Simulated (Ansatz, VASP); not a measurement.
**Two plane-wave programs on V**

The input INCAR:

```
PREC = Accurate
ENCUT = 520
EDIFF = 1E-7
ISMEAR = -1
SIGMA = 0.05
LREAL = False
LASPH = True
NELM = 100
ALGO = Normal
ISIF = 2
LWAVE = False
LCHARG = True
ISPIN = 2
MAGMOM = 2
LORBIT = 11
LMAXMIX = 4
GGA = PE
LELF = True
LVHAR = True
NBANDS = 16
```

File KPOINTS:

```
regular mesh
0
Gamma
  12 12 12
```

POSCAR

```
V
1.0
   -1.5169890000      1.5201330000      1.5775550000
    1.4987350000     -1.4780690000      1.5172360000
    1.5065820000      1.4676620000     -1.5354910000
V
1
Direct
    0.0102680000      0.0045550000     -0.0011910000
```

File input.yaml:

```yaml
crystal:
  lattice:
    - [-1.516989, 1.520133, 1.577555]
    - [1.498735, -1.478069, 1.517236]
    - [1.506582, 1.467662, -1.535491]
  atoms:
    - { symbol: V, position: [0.010268, 0.004555, -0.001191], spin: 2.0 }
hamiltonian:
  xc: pbe
  pseudopotentials: { kind: paw }
magnetization:
  spin_polarized: true
kpoints:
  mp_grid: { grid: [12, 12, 12] }
scf:
  occupations: { method: fermi_dirac, width: 0.05 }
output:
  forces: true
  stress: true
  eigenvalues: true
```

Change from the starting cell: cell strained at random at fixed volume.

Alike in both runs: task single point; functional PBE; k mesh 12 × 12 × 12; occupations fermi-dirac, width 0.05 eV; collinear spin, ferromagnetic start.

|  | VASP | Ansatz |
| --- | --- | --- |
| version | VASP 6.6.1 | Ansatz 0.2.0 |
| potentials or method | VASP PAW PBE potentials, release 64 (V_sv) | Ansatz PAW |
| plane-wave cutoff (eV) | 520 | 420 |
| valence electrons in the cell | 13 | 13 |

Ansatz gave:

- gap on the k mesh at the Fermi level (eV): none
- pressure (GPa): -5.3
- largest component of the traceless stress (GPa): 1.95
- net moment per atom (μB): 0.00

Problem. Estimate VASP's values.

Solution. gap on the k mesh at the Fermi level (eV): none; pressure (GPa): -5.1; largest component of the traceless stress (GPa): 1.95; net moment per atom (μB): 0.00.

A gap of «none» marks a metal or a gap that the smearing closes. The functional is the same, so the differences come from potentials, cutoffs and numerics.

Caveats: the starting moments weren't kept (Ansatz).
